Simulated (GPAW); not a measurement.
Wanted: an ASE script for a GPAW 26.7.0 run.

```yaml
Task: single point
Functional: PBEsol
Potentials_or_basis: PAW data sets generated in the run's folder for this functional
Cutoff: 600 eV
Basis: pw
k_mesh: 11 × 11 × 11
Occupations: fermi-dirac, width 0.05 eV
Spin: no spin polarisation
Maxiter: 150
```

The system is Nb.

```
Nb
1.0
    -0.04103    2.19338    2.10885
     2.04640    0.04981    2.01800
     2.12625    2.18239   -0.03004
Nb
1
Direct
  0.03008 0.99603 0.99978
```

The cell isn't the ideal one: cell strained at random at fixed volume.

One way to write it, as run:

run.py

```python
from ase import Atoms
from ase.dft.bandgap import bandgap
from ase.io import write
from ase.units import GPa
from gpaw import GPAW, PW, setup_paths

setup_paths.insert(0, '.')

atoms = Atoms(['Nb'],
              cell=[[-0.041034, 2.193381, 2.108849],
                    [2.0464, 0.049814, 2.018],
                    [2.126253, 2.182385, -0.030039]],
              scaled_positions=[[0.030077, -0.003973, -0.00022]],
              pbc=True)

calc = GPAW(mode=PW(600),
            xc='PBEsol',
            kpts={'size': (11, 11, 11), 'gamma': True},
            occupations={'name': 'fermi-dirac', 'width': 0.05},
            nbands=15,
            convergence={'density': 1e-05, 'energy': 1e-05},
            maxiter=150,
            txt='gpaw.txt')
atoms.calc = calc
energy = atoms.get_potential_energy()
forces = atoms.get_forces()
stress = atoms.get_stress()
calc.write('gs.gpw')
write('result.traj', atoms)
print(f'Energy: {energy:.6f} eV')
print('Forces (eV/A):')
print(forces.round(4))
print('Stress (GPa):', (stress / GPa).round(3))
print('Fermi level:', round(calc.get_fermi_level(), 4), 'eV')
print(f'Gap: {bandgap(calc)[0]:.4f} eV, direct: {bandgap(calc, direct=True)[0]:.4f} eV')
```

Potentials or basis: PAW data sets generated in the run's folder for this functional, pw.

The run is started by

```console
$ gpaw-setup -f PBEsol Nb
$ OMP_NUM_THREADS=1 python run.py
```

It gave:

* Pressure: -8.3 GPa
* Band gap on the k mesh: none (metal or under the smearing width)

Wall time 110 s on 1 thread of Arm Neoverse V2 (shared host), peak memory 0.3 GiB.
